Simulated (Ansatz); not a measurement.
## AlRu5: competing structures

Level of theory: DFT PBE, scalar-relativistic, plane waves, PAW in Ansatz 0.2.0. All cells share a 420 eV cutoff and Γ-centred k meshes spaced at most about 0.3 Å⁻¹ (about 0.25 or finer for metals, 2π included). No spin polarisation.

Formation energies are uncorrected and refer to the elements' standard structures at the same level.

All energies are static (0 K, no zero-point motion). Larger cells and other orderings weren't all tried, so the list isn't exhaustive.

Invented guesses were relaxed alike, and ends that match in structure were merged. ΔE counts from the first row. Coordination counts all near atoms (those within 1.25 times the shortest distance at each site). The ends were matched against large subsets of the Crystallography Open Database and the Materials Project, so a missing match doesn't prove that a structure is unreported.

| # | reached from | type and space group | atoms | Å³/atom | coordination | ΔE (meV/atom) | gap on mesh (eV) | in databases |
| --- | --- | --- | --- | --- | --- | --- | --- | --- |
| 1 | a cell proposed by chemical analogy | P-6m2 (No. 187) | 6 | 13.8 | Al 12, Ru 12 | 0 | 0.00 | no match |
| 2 | a cell proposed by chemical analogy | P4/mmm (No. 123) | 6 | 13.8 | Al 12, Ru 12 | 39 | 0.00 | no match |
| 3 | a cell proposed by chemical analogy | P-62m (No. 189) | 6 | 13.9 | Al 12, Ru 12 | 66 | 0.00 | no match |

The lowest: Space group P-6m2 (No. 187), hexagonal, a = 2.750 Å, c = 12.673 Å. Al has 6 Ru at 2.63 Å and 6 Al at 2.75 Å; Ru on a site of symmetry 3m has 3 Al at 2.63 Å and 9 Ru at 2.65–2.75 Å; Ru on a second site of symmetry 3m is surrounded by 12 Ru at 2.65–2.75 Å; around Ru on a site of symmetry -6m2 lie 12 Ru at 2.65–2.75 Å. Its energy over the elements is −0.11 eV/atom. It lies below the elements, which doesn't yet make it stable against other compounds or structures. An observed structure of this formula, if there is one, may be missing.

```cif
data_structure
_symmetry_space_group_name_H-M 'P 1'
_symmetry_Int_Tables_number 1
_cell_length_a 2.7503
_cell_length_b 2.7503
_cell_length_c 12.6732
_cell_angle_alpha 90.000
_cell_angle_beta 90.000
_cell_angle_gamma 120.000
_cell_volume 83.02
loop_
_atom_site_label
_atom_site_type_symbol
_atom_site_fract_x
_atom_site_fract_y
_atom_site_fract_z
_atom_site_occupancy
Al1 Al 0.00000 0.00000 0.00000 1
Ru1 Ru 0.33333 0.66667 0.16501 1
Ru2 Ru 0.00000 0.00000 0.33226 1
Ru3 Ru 0.33333 0.66667 0.50000 1
Ru4 Ru 0.33333 0.66667 0.83499 1
Ru5 Ru 0.00000 0.00000 0.66774 1
```

The second: Space group P4/mmm (No. 123), tetragonal, a = 2.746 Å, c = 10.995 Å. Al is surrounded by 8 Ru at 2.64 Å and 4 Al at 2.75 Å; Ru on a site of symmetry 4mm is surrounded by 4 Al at 2.64 Å and 8 Ru at 2.65–2.75 Å; Ru on a second site of symmetry 4mm is surrounded by 12 Ru at 2.65–2.75 Å; Ru on a site of symmetry 4/mmm has 12 Ru at 2.72–2.75 Å. Counting all near atoms, the first and the second both have Al 12, Ru 12. Cells relaxed within their symmetry can be saddle points. Some types were kept out of the candidates beforehand, so the set may lack a known form.
